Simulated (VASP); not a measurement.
Write the native input for VASP 6.6.1 that does the following.

```
Task                   : relaxation of cell and atoms
Functional             : PBE
Potentials or basis    : VASP PAW PBE potentials, release 64 (Al)
Cutoff                 : 600 eV
k mesh                 : 16 × 16 × 16
Occupations            : methfessel-paxton, width 0.1 eV
Spin                   : no spin polarisation
Further INCAR settings : ALGO = Normal; EDIFF = 1e-06; IBRION = 2; EDIFFG = -0.01; NSW = 90; ISIF = 3
```

The structure of Al lies in POSCAR:

```
Al
1.0
    0.0000000000      2.0248050000      2.0248050000
    2.0248050000      0.0000000000      2.0248050000
    2.0248050000      2.0248050000      0.0000000000
Al
1
Direct
    0.0000000000      0.0000000000      0.0000000000
```

These files were run (other wordings do the same):

INCAR

```
ALGO = Normal
EDIFF = 1E-6
EDIFFG = -0.01
ENCUT = 600
GGA = PE
IBRION = 2
ISIF = 3
ISMEAR = 1
LASPH = True
LCHARG = False
LREAL = False
LWAVE = False
NELM = 80
NSW = 90
PREC = Accurate
SIGMA = 0.1
```

KPOINTS

```
k-points
0
Gamma
  16 16 16
```

Potentials or basis: VASP PAW PBE potentials, release 64 (Al).

Run with:

```bash
$ cat potpaw_PBE.64/Al/POTCAR > POTCAR
$ mpirun -np 1 vasp_std > vasp.out
```

Results of the run:

The relaxed volume is 16.48 Å³/atom and the relaxed cell is a = 2.856 Å, b = 2.856 Å, c = 2.856 Å, α = 60.00°, β = 60.00°, γ = 60.00°. The space group after relaxing (to 0.05 Å) is Fm-3m (No. 225) and the energy gained by relaxing is 0.2 meV/atom. The ionic steps are 3 and the pressure after relaxing is 0.0 GPa. The band gap on the k mesh is none (metal or under the smearing width).

Run time: 5.5 s on 1 thread of Intel(R) Xeon(R) 6975P-C (Granite Rapids), with other jobs on the host, peak memory 0.14 GiB.
